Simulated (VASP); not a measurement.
# Li: relaxation of cell and atoms with PBE+D3(BJ)

Li:

```
Li
1.0
     0.00000    2.20200    2.20200
     2.20200    0.00000    2.20200
     2.20200    2.20200    0.00000
Li
1
Cartesian
  0.0000 0.0000 0.0000
```

This isn't the form of Li at room conditions, which is bcc.

```json
{
 "Program": "VASP 6.6.1",
 "Task": "relaxation of cell and atoms",
 "Functional": "PBE",
 "Dispersion": "D3(BJ)",
 "Potentials or basis": "VASP PAW PBE potentials, release 64 (Li_sv)",
 "Cutoff": "600 eV",
 "k mesh": "16 × 16 × 16",
 "Occupations": "gaussian, width 0.1 eV",
 "Spin": "no spin polarisation",
 "Dipole correction": "no",
 "Further INCAR settings": "ALGO = Normal; EDIFF = 1e-06; IBRION = 2; EDIFFG = -0.005; NSW = 100; ISIF = 3"
}
```

```
Relaxed volume                         : 17.99 Å³/atom
Relaxed cell                           : a = 2.941 Å, b = 2.941 Å, c = 2.941 Å, α = 60.00°, β = 60.00°, γ = 60.00°
Space group after relaxing (to 0.05 Å) : Fm-3m (No. 225)
Energy gained by relaxing              : 24.0 meV/atom
Ionic steps                            : 5
Pressure after relaxing                : 0.0 GPa
Band gap on the k mesh                 : none (metal or under the smearing width)
Dispersion energy per atom             : -0.191 eV
```

Step by step:
```csv
step,energy change (eV),largest force (eV/Å),pressure (GPa),volume (Å³)
1,0.0000,0.0000,-2.00,21.35
2,-0.0093,0.0000,-1.66,20.54
3,-0.0225,0.0000,-0.60,18.75
4,-0.0240,0.0000,0.08,17.90
5,-0.0240,0.0000,-0.01,17.99
```

Final structure:
```xyz
1
Lattice="0.0000 2.0798 2.0798 2.0798 0.0000 2.0798 2.0798 2.0798 0.0000" Properties=species:S:1:pos:R:3 pbc="T T T"
Li    0.0000    0.0000    0.0000
```

Levels at points of the mesh, in eV from the Fermi level:
```tsv
k point	band 1	band 2	band 3	band 4	band 5
(0.00, 0.00, 0.00)	-46.30	-3.69	15.64	15.64	15.64
(0.50, 0.00, 0.00)	-46.27	-0.04	3.36	13.76	13.76
(0.50, 0.50, 0.00)	-46.26	1.65	5.17	9.16	9.16
```

Wall time 60 s on 1 thread of Intel(R) Xeon(R) Platinum 8259CL CPU @ 2.50GHz (Skylake/Cascade Lake) (shared host), peak memory 0.16 GiB.

Caveat: the cutoff is under 1.25 times the usual one of these potentials, so pressure, stress and relaxed cells hold a basis-set (Pulay) error; the volume moved by over 15 % at a fixed basis, so the end points are rough; the volume moved by -16 % from the deposited cell, more than functionals usually miss; pairwise dispersion overbinds metals, which lowers pressure and volume.
